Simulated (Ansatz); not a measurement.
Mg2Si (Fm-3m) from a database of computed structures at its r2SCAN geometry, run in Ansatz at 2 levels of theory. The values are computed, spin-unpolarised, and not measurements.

The PBE0 input:
```yaml
crystal:
  lattice:
    - [0.0, 3.1689705495, 3.1689705495]
    - [3.1689705495, 0.0, 3.1689705495]
    - [3.1689705495, 3.1689705495, 0.0]
  atoms:
    - { symbol: Mg, position: [0.25, 0.25, 0.25] }
    - { symbol: Mg, position: [0.75, 0.75, 0.75] }
    - { symbol: Si, position: [0.0, 0.0, 0.0] }
kpoints:
  mp_grid: { grid: [6, 6, 6] }
  band_path:
    path:
      - [0.0, 0.0, 0.0]
      - [0.5, 0.0, 0.5]
      - [0.625, 0.25, 0.625]
      - [0.375, 0.375, 0.75]
      - [0.5, 0.5, 0.5]
      - [0.5, 0.25, 0.75]
      - [0.0, 0.5, 0.5]
    npoints: 1
hamiltonian:
  xc: pbe0
scf:
  occupations: { method: fixed }
  n_extra_bands: 4
output:
  forces: true
  stress: true
  eigenvalues: true
  write_density: true
  write_potential: true
  elf: true
  volumetric_format: npy
```

Main results, then, where recorded, the levels near the gap in eV from the Fermi energy (columns number the bands from 0), one row a point of the path (Γ, X, U, K, L, W, X):
```
Crystal: 3 atoms, lattice volume = 63.648 Å³
Symmetry: 48 space group operations
Space group: Fm-3m (ITA 225)
```
```
Basis set: ecut = 420 eV, 1243 PW (Γ)
Bands: 16, of which v1, the nominal top of the filled ones, is band 12 counted from 1 (11 counted from 0)
k-points: 16 of 216
hybrid outer 1: dexx = +6.717e-3 eV, tail = 5.23e-5 eV
hybrid outer 2: dexx = +5.095e-7 eV, tail = 2.64e-8 eV, Δε = 2.67e-3 eV
Free energy (F): -4485.463264 eV
Fermi energy:    5.373223 eV
--- Stress (GPa, compression-positive) ---
       -0.146133       0.000000       0.000000
        0.000000      -0.146133       0.000000
        0.000000       0.000000      -0.146133
  P = ⅓ Tr σ = -0.1461 GPa (-1.461 kbar)
```
```tsv
band_9	band_10	band_11	band_12	band_13	band_14
0.000	0.000	0.000	3.156	3.788	3.788
-5.050	-2.219	-2.219	1.168	1.511	9.627
-4.562	-3.907	-1.848	1.757	4.281	7.348
-4.562	-3.907	-1.848	1.757	4.281	7.348
-5.443	-0.796	-0.796	2.479	3.761	3.761
-4.083	-4.083	-3.012	3.847	4.968	4.968
-5.050	-2.219	-2.219	1.168	1.511	9.627
```

The PBE0 gap is indirect, 1.17 eV (Γ to X), below the direct gap of 3.16 eV at Γ.

Question: In the first input these blocks are replaced (the band path and keys that only write files left aside):
```yaml
hamiltonian:
  xc: hf
```
What comes out?

Answer:
```
Basis set: ecut = 420 eV, 1243 PW (Γ)
Bands: 16, of which v1, the nominal top of the filled ones, is band 12 counted from 1 (11 counted from 0)
k-points: 16 of 216
hybrid outer 1: dexx = +3.405e-1 eV, tail = 1.27e-2 eV
hybrid outer 2: dexx = +1.863e-4 eV, tail = 8.48e-5 eV, Δε = 6.00e-2 eV
hybrid outer 3: dexx = +1.376e-6 eV, tail = 5.34e-7 eV, Δε = 3.38e-3 eV
hybrid outer 4: dexx = +8.556e-9 eV, tail = 1.42e-8 eV, Δε = 4.88e-4 eV
Free energy (F): -4451.388766 eV
Fermi energy:    4.663289 eV
--- Stress (GPa, compression-positive) ---
        3.021073       0.000000       0.000000
        0.000000       3.021073       0.000000
        0.000000       0.000000       3.021073
  P = ⅓ Tr σ = 3.0211 GPa (30.211 kbar)
```
```tsv
band_9	band_10	band_11	band_12	band_13	band_14
0.000	0.000	0.000	7.710	7.951	7.951
-6.440	-2.855	-2.855	4.889	5.406	15.030
-5.781	-4.879	-2.356	5.629	8.610	12.193
-5.781	-4.879	-2.356	5.629	8.610	12.193
-6.959	-1.024	-1.024	6.722	7.911	7.911
-5.137	-5.137	-3.675	7.892	9.521	9.521
-6.440	-2.855	-2.855	4.889	5.406	15.030
```
The Hartree-Fock gap is indirect, 4.89 eV (Γ to X), below the direct gap of 7.71 eV at Γ. The mean pressure is +3.0 GPa (compression positive), so Hartree-Fock would enlarge the cell's volume. The stress of a hybrid is loosely converged here.

Totals of different functionals can't be compared.

The meshes of the hybrids are coarse, so their gaps aren't converged to the digits shown.
